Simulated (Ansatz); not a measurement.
EuO:

```
Eu O
1.0
     0.00000    2.57195    2.57195
     2.57195    0.00000    2.57195
     2.57195    2.57195    0.00000
Eu O
1 1
Direct
  0.00000 0.00000 0.00000
  0.50000 0.50000 0.50000
```

```yaml
Program: Ansatz 0.2.0
Task: relaxation of cell and atoms
Functional: revPBE
Dispersion: D4
Potentials_or_basis: Ansatz PAW
Cutoff: "420 eV (not typed: the program's choice for these potentials)"
k_mesh: 9 × 9 × 9
Occupations: fermi-dirac, width 0.05 eV
Spin: collinear spin, ferromagnetic start
Starting_moments: "[7.0, 0.0] μB"
```

At the start: volume 17.01 Å³/atom.

Problem. How do energy, volume and symmetry change on relaxing?

Solution. It ends after 7 steps and the volume is 16.00 Å³/atom (-5.9 %); space group Fm-3m (No. 225, to 0.05 Å); moment 6.97 μB per cell.

The path:
```csv
step,energy change (eV),largest force (eV/Å),volume (Å³)
1,0.0000,0.0000,34.03
2,-0.0158,0.0000,30.45
3,-0.0376,0.0000,32.21
4,-0.0382,0.0000,32.08
5,-0.0344,0.0000,32.08
6,-0.0346,0.0000,32.00
7,-0.0344,0.0000,32.00
```

Final structure:
```xyz
2
Lattice="0.0000 2.5199 2.5199 2.5199 0.0000 2.5199 2.5199 2.5199 0.0000" Properties=species:S:1:pos:R:3 pbc="T T T"
Eu    0.0000    0.0000    0.0000
O     2.5199    2.5199    2.5199
```

Caveat: the plane-wave basis is chosen anew once the cell has moved, so the energies of steps on either side of that aren't comparable; the pressure holds a Pulay correction of +0.4 GPa for the finite cutoff; a cell with one magnetic atom can't hold antiferromagnetic order, which such compounds often take; without U or exact exchange the open f shell lies at the Fermi level, which spoils levels, moments and volumes; pairwise dispersion overbinds metals, which lowers pressure and volume; the PAW data sets come from PBE, with cores solved anew for the run's functional, which leaves a small shift of forces and pressure.
